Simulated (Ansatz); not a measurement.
# Si: start and end of a relaxation

The cell of Si is invented: 4-connected net of one element (C2, No. 5). The dimensions are guesses.

start.xyz

```xyz
4
Lattice="2.5283 -2.7220 0.0000 2.5283 2.7220 0.0000 -1.0225 0.0000 4.8445" Properties=species:S:1:pos:R:3 pbc="T T T"
Si   -0.1869    0.0000    1.1382
Si    4.2211    0.0000    3.7063
Si    0.9798   -0.6970    2.8006
Si    3.0543   -0.6970    2.0439
```

Computed with DFT PBE, scalar-relativistic, plane waves, PAW in Ansatz. Cutoff 420 eV, Gaussian smearing, Γ-centred meshes. Cell and atoms relax first on a coarse mesh and then on a finer one. In between, the cell is made exact in the group found at 0.06 Å. In metals the finer mesh still leaves noise of several meV/atom or more. The steps can't lower the symmetry of their start. No spin polarisation.

end.xyz

```xyz
4
Lattice="2.9006 -2.3583 0.0000 2.9006 2.3583 0.0000 -1.9827 0.0000 4.9010" Properties=species:S:1:pos:R:3 pbc="T T T"
Si    5.3550    0.0000    1.1023
Si   -1.5365    0.0000    3.7986
Si    0.8225    0.0000    3.2503
Si    2.9959    0.0000    1.6507
```

The symmetry goes from C2 (No. 5) to C2/m (No. 12). The volume per atom grows by 0.6 %, from 16.7 to 16.8 Å³. The shortest distance goes from 2.15 Å (Si–Si) to 2.38 Å (Si–Si). The energy falls by about 0.62 eV/atom (the start's value is from the coarse mesh). The end is written in a standard setting, so origin, axes and order of atoms can differ from the start's.

```yaml
Volume_per_atom: 16.76 Å³
Density: 2.78 g/cm³
Energy_over_the_standard_state: +0.30 eV/atom
Gap_on_the_14×14×10_mesh_of_the_4-atom_cell: 0 eV (a metal)
```

Energies count from the standard state of Si at the same level. It lies above the standard state, so it could only be metastable.

The last run used Gaussian smearing of 0.10 eV. A structure relaxed within its symmetry needn't be a true minimum. In all, the 3 runs took 3.2 min on 1 thread of Arm Neoverse V2, on a shared host. Another cell of Si relaxed alike, in P6_222, lies 95 meV/atom lower, so this cell isn't the stable form at this level.
